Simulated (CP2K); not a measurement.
## BeTe under changes of volume

One of the cells (21.254 Å³/atom); the others are scaled copies at fixed shape and fractional positions:

```xyz
2
Lattice="3.9174 0.0000 0.0000 1.9587 3.3925 0.0000 1.9587 1.1308 3.1985" Properties=species:S:1:pos:R:3 pbc="T T T"
Te    5.8761    3.3925    2.3989
Be    0.0000    0.0000    0.0000
```

* Program: CP2K 2026.2
* Functional: PBE
* Potentials or basis: POTENTIAL_UZH Te GTH-PBE-q6, Be GTH-PBE-q4; TZVP-MOLOPT-PBE-GTH basis
* Density cutoff: 11565 eV
* k mesh: 8 × 8 × 8
* Occupations: fermi-dirac, width 0.05 eV
* Spin: no spin polarisation

```tsv
volume (Å³/atom)	energy over the lowest point (meV/atom)	pressure (GPa)	gap on the mesh (eV)
19.979	91.29	10.9	2.40
20.404	65.06	8.9	2.45
20.829	43.79	7.1	2.50
21.254	27.03	5.5	2.54
21.679	?	?	?
22.104	5.48	2.7	2.62
22.529	0.00	1.5	2.66
```

Question: What does the run at 21.679 Å³/atom give?

Answer: Energy over the lowest point 14.40 meV/atom; pressure 4.0 GPa; gap on the mesh 2.58 eV.

Worked out: A Birch-Murnaghan fit of order 3 (a polynomial in V^(-2/3)) to the other rows has its minimum at 23.09 Å³/atom, just outside them, with B0 = V·E''(V) = 57 GPa and B' = 3.9. It gives 14.38 meV/atom at 21.679 Å³/atom, against the run's 14.40, and -dE/dV = 4.0 GPa, against 4.0. A straight line through the other rows of the gap, of slope 2.14 eV per unit of ln V, gives 2.58 eV, against the run's 2.58.

Energies are extrapolated to zero smearing.

Caveats: spin-orbit coupling is left out, which moves the levels of the heavy elements; the basis of atomic orbitals isn't converged, which shifts pressures, moduli and gaps.

A mesh can miss the band edges.
